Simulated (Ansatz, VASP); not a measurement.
# Two plane-wave programs on V

File INCAR:

```
ALGO = Normal
EDIFF = 1E-6
ENCUT = 520
ISIF = 2
ISMEAR = -1
LASPH = True
LCHARG = True
LELF = True
LREAL = False
LVHAR = True
LWAVE = False
NBANDS = 12
NELM = 60
PREC = Accurate
SIGMA = 0.1
```

KPOINTS

```
k-points
0
Gamma
  4 4 4
```

The input POSCAR:

```
V
1.0
   -1.4636513664      1.4636513664      1.4636513664
    1.4636513664     -1.4636513664      1.4636513664
    1.4636513664      1.4636513664     -1.4636513664
V
1
Direct
    0.0000000000      0.0000000000      0.0000000000
```

Input for Ansatz:

```yaml
crystal:
  lattice:
    - [-1.4636513664, 1.4636513664, 1.4636513664]
    - [1.4636513664, -1.4636513664, 1.4636513664]
    - [1.4636513664, 1.4636513664, -1.4636513664]
  atoms:
    - { symbol: V, position: [0.0, 0.0, 0.0] }
hamiltonian:
  xc: lda
  pseudopotentials:
    kind: paw
    azcp:
      V: "pseudopotentials/V.paw.azcp"
basis:
  ecutwfc: 420
  fft_grid_basis: typed
kpoints:
  mp_grid: { grid: [4, 4, 4], shift: [0, 0, 0] }
magnetization:
  spin_polarized: false
scf:
  occupations: { method: fermi_dirac, width: 0.1 }
  lower_state_search: "off"
output:
  stress: true
  write_density: true
  write_potential: true
  elf: true
  volumetric_format: npy
```

Alike in both runs: task single point; functional LDA; k mesh 4 × 4 × 4; occupations fermi-dirac, width 0.1 eV; no spin polarisation.

|  | VASP | Ansatz |
| --- | --- | --- |
| version | VASP 6.6.1 | Ansatz 0.2.0 |
| potentials or method | VASP PAW LDA potentials, release 64 (V_sv) | plane waves (420 eV) with PAW, scalar-relativistic |
| plane-wave cutoff (eV) | 520 | 420 |
| valence electrons in the cell | 13 | 13 |

Ansatz gave:

| Item | Value |
| --- | --- |
| pressure (GPa) | 0.6 |

Question: Estimate VASP's values.

Answer: Pressure (GPa): 1.2.

Ansatz warned: «pseudo_functional_mismatch».

Caveats: the k mesh is coarse (spacing up to 0.76 Å⁻¹), so the values aren't converged.
